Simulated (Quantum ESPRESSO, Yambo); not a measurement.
# CdSe (F-43m): G0W0 on several meshes in Yambo, part 2 of 2

Wanted: mesh dependence and cost of G0W0 for CdSe (F-43m).

Quantum ESPRESSO 7.5 and Yambo 5.3.0; PBE and many-body steps on it, plane waves. Known limits of the many-body steps: not at the basis limit; exchange with frozen shells missing; no spin-orbit coupling; coarse k mesh.

So far. Step 4 (4×4×4): The gap on the mesh goes from 0.55 eV to 1.71 eV, a correction of +1.16 eV. Step 5 (Empty states on the mesh, 2×2×2 mesh, 169 bands): On this mesh the gap is 0.547 eV.

## (6) Conversion and set-up

This step: Yambo 5.3.0; conversion and set-up on PBE, plane waves, norm-conserving pseudopotentials.

Launch:

```console
(cd o/x.save; p2y > p2y.log; mv SAVE ../..); yambo > setup.log
```

What it wrote:

```text
 Yambo, version 5.3.0

 [02] CORE Variables Setup
 =========================

  [02.01] Unit cells
  ==================

  Cell kind             :  FCC
  Atoms in the cell     :  Cd  Se
  number of Cd atoms    :  1
  number of Se atoms    :  1

  List of atomic masses
  Mass of Cd    :  112.4100
  Mass of Se    :  78.97100

  List of atomic coordinates    : [cc]
  Cd1       :  0.000000  0.000000  0.000000  order 1
  Se1       :  8.702958  8.702958  8.702958  order 2

  Alat factors          :  5.801972  5.801972  5.801972 [a.u.]
  Direct lattice volume :  390.6221 [a.u.]
[...]
0.000000  0.000000  0.000000  0.000000  0.000000  0.000000  0.000000  0.000000

 [03] Transferred momenta grid and indexing
 ==========================================

 IBZ Q-points                                      :  3
 BZ  Q-points                                      :   8

 K/Q-points units:
 rlu = crystal or reduced units; cc = cartesian coordinates; iku = interal k-units

 Q [1]          [rlu]:  0.000000  0.000000  0.000000
 Q [2]          [rlu]:  0.14805E-16 -0.12951E-16 -0.50000
 Q [3]          [rlu]:  0.13563E-16 -0.50000     -0.50000

  [03.01] X indexes
  =================

   [03.01.01] Sigma indexes
   ========================

 [06] Game Over & Game summary
```

The job ended after 3.7 s (1 MPI rank of Arm Neoverse N1, shared host; peak memory 0.26 GiB).

## (7) 2×2×2

This step: G0W0 on PBE, plane waves, norm-conserving pseudopotentials.

gw11.in reads:

```
HF_and_locXC
gw0
dyson
ppa
em1d
rim_cut
RandQpts= 1000000
RandGvec= 1 RL
EXXRLvcs= 94 Ry
VXCRLvcs= 376 Ry
Chimod= "HARTREE"
% BndsRnXp
 1 | 169 |
%
NGsBlkXp= 10.5 Ry
% LongDrXp
 1 | 1 | 1 |
%
% GbndRnge
 1 | 169 |
%
DysSolver= "n"
ExtendOut
PPAPntXp= 27.21138 eV
% QPkrange
 1 | 1 | 17 | 20 |
%
```

Launch:

```console
OMP_NUM_THREADS=1 mpirun -n 4 yambo -F gw11.in -J gw11 -C gw11 > gw11.log
```

What it wrote:

```text
 Yambo, version 5.3.0

 [02] CORE Variables Setup
 =========================

  [... cell, symmetries and grids as in the set-up ...]

  [02.05] Energies & Occupations
  ==============================

  [X] === General ===
  [X] Electronic Temperature                        :  0.000000  0.000000 [eV K]
  [X] Bosonic    Temperature                        :  0.000000  0.000000 [eV K]
  [X] Finite Temperature mode                       : no
  [X] El. density                                   :  0.62193E+24 [cm-3]
  [X] Fermi Level                                   :  7.361628 [eV]

  [X] === Gaps and Widths ===
  [X] Conduction Band Min                           :  0.547474 [eV]
  [X] Valence Band Max                              :  0.000000 [eV]
  [X] Filled Bands                                  :  18
  [X] Empty Bands                                   :   19  169
  [X] Direct Gap                                    :  0.547474 [eV]
  [X] Direct Gap localized at k                     :  1
  [X] Indirect Gap                                  :  0.547474 [eV]
  [X] Indirect Gap between kpts                     :  1  1
  [X] Last valence band width                       :  1.753379 [eV]
  [X] 1st conduction band width                     :  2.651671 [eV]

 [03] Transferred momenta grid and indexing
 ==========================================

 IBZ Q-points                                      :  3
 BZ  Q-points                                      :   8

 K/Q-points units:
 rlu = crystal or reduced units; cc = cartesian coordinates; iku = interal k-units

 Q [1]          [rlu]:  0.000000  0.000000  0.000000
 Q [2]          [rlu]:  0.14805E-16 -0.12951E-16 -0.50000
 Q [3]          [rlu]:  0.13563E-16 -0.50000     -0.50000

 [04] Coloumb potential Random Integration (RIM)
[...]
================================================

 [VXC] Plane waves :   47855
 [EXS] Plane waves :   6081

 QP @ state[ 1 ] K range:  1  1
 QP @ state[ 1 ] b range:  17  20

 [xc] Functional : Perdew, Burke & Ernzerhof(X)+Perdew, Burke & Ernzerhof(C)
 [xc] LIBXC used to calculate xc functional
  PP Number of Atomic Species                      :  2
  NLCC RL compoments                               :   47855
  PP Number of Atomic Species                      :  2
  NLCC RL compoments                               :   47855

 [xc] E_xc :  -27.09265 [Ha]
      E_xc :  -54.18529 [Ry]

  Local XC kind (lXC) : Perdew, Burke & Ernzerhof(X)+Perdew, Burke & Ernzerhof(C)
  Non-Local XC kind (nlXC) : Hartree-Fock

  Corrections @ K [1] :  [eV]
 <17|nlXC|17> = -19.33249  0.18666E-16 <17|lXC|17> = -15.41186 -0.56645E-15
 <18|nlXC|18> = -19.33249 -0.63406E-17 <18|lXC|18> = -15.41186  0.37763E-15
 <19|nlXC|19> = -7.037757  0.51570E-18 <19|lXC|19> = -11.33551 -0.47204E-16
 <20|nlXC|20> = -5.194619  0.12438E-17 <20|lXC|20> = -10.09885  0.000000

 [08] Dyson equation: Newton solver
 ==================================

  [08.01] G0W0 (W PPA)
  ====================

  [  GW  ] Bands range     :    1  169
  [GW/PPA] G damping       :  0.100000 [eV]

  QP @ state[ 1 ] K range:  1  1
  QP @ state[ 1 ] b range:  17  20

   Sc/G bands                                       :    1  169
   Sc/G damping                                     :  0.100000 ev
   Sc bands terminator                              : no
   Sx RL components                                 :   6081

   QP @ state[ 1 ] K range                          :  1  1
   QP @ state[ 1 ] b range                          :  17  20
   GF energies kind                                 : Perdew, Burke & Ernzerhof(X)+Perdew, Burke & Ernzerhof(C)
   GF WF`s kind                                     : Perdew, Burke & Ernzerhof(X)+Perdew, Burke & Ernzerhof(C)
   Xs energies kind                                 : Perdew, Burke & Ernzerhof(X)+Perdew, Burke & Ernzerhof(C)
   Xs WF`s kind                                     : Perdew, Burke & Ernzerhof(X)+Perdew, Burke & Ernzerhof(C)

 [11] Game Over & Game summary
```

Run time: 23 s. Hardware: 4 MPI ranks; peak memory 1.4 GiB.

This step gave:

```yaml
g0w0_gap_on_the_points_computed: 1.668 eV
starting_gap_on_the_mesh: 0.5475 eV
k_of_the_valence_top: 0, 0, 0
k_of_the_conduction_bottom: 0, 0, 0
least_direct_g0w0_gap_on_the_computed_points: 1.668 eV
z_at_the_valence_top: 0.7961
z_at_the_conduction_bottom: 0.8160
```

Against G0W0 in Yambo (4×4×4 mesh, 169 bands, screening to 142.9 eV, Godby-Needs plasmon pole), the gap moves by −0.041 eV.

## (8) The runs together

Times are wall times on 4 MPI ranks of Arm Neoverse N1, shared host, good to a factor of about two.

| run | mesh | bands | screening cutoff (eV) | DFT gap (eV) | gap on the mesh (eV) | direct (eV) | time |
| --- | --- | --- | --- | --- | --- | --- | --- |
| 4×4×4 | 4×4×4 | 169 | 142.9 | 0.547 | 1.709 | 1.709 | 6 min |
| 2×2×2 | 2×2×2 | 169 | 142.9 | 0.547 | 1.668 | 1.668 | 23 s |

## (9) Outcome

* 4×4×4: 1.709 eV
* 2×2×2: 1.668 eV
* known limits: not at the basis limit; exchange with frozen shells missing; no spin-orbit coupling; coarse k mesh

**Reading.** 2×2×2: −0.041 eV against 4×4×4. Bands and cutoff are finite, so the gap is not at the basis limit. The miss can reach some tenths of an eV and take either sign; the mesh is an error of its own. In the G0W0 runs levels were corrected at 1 k point alone, so a gap called «on the mesh» is the least over those, and an edge elsewhere would be missed. The 4×4×4 mesh is coarse for this cell, which bears on the long-range parts of exchange and screening. Mesh or cutoff lie under what a gap needs, so these runs test behaviour and cost; their gaps are not to be quoted. The norm-conserving file of at least one element keeps a d shell over frozen s and p shells of the same row. Exchange with those shells is missing from the self-energy, an error of 0.3 to 0.9 eV in cases checked, whose sign depends on which edge lies on those atoms. The many-body steps are scalar-relativistic: spin-orbit coupling is not in them.

[Paths, hosts, dates, memory and timing lines, banners, echoed tables and standing remarks are left out of the program output.]

[Logs are printed without paths, hosts, clocks, repeated set-up lines and the standing remarks that a program may print on its own settings, such as how far it seeks lower states.]

[Runs of the session that timed out or met a known fault of the program may be left out.]

[Hosts, paths, dates, database ids (printed as entryN), source tags and the programs' standing remarks are cut or masked in the printed files.]
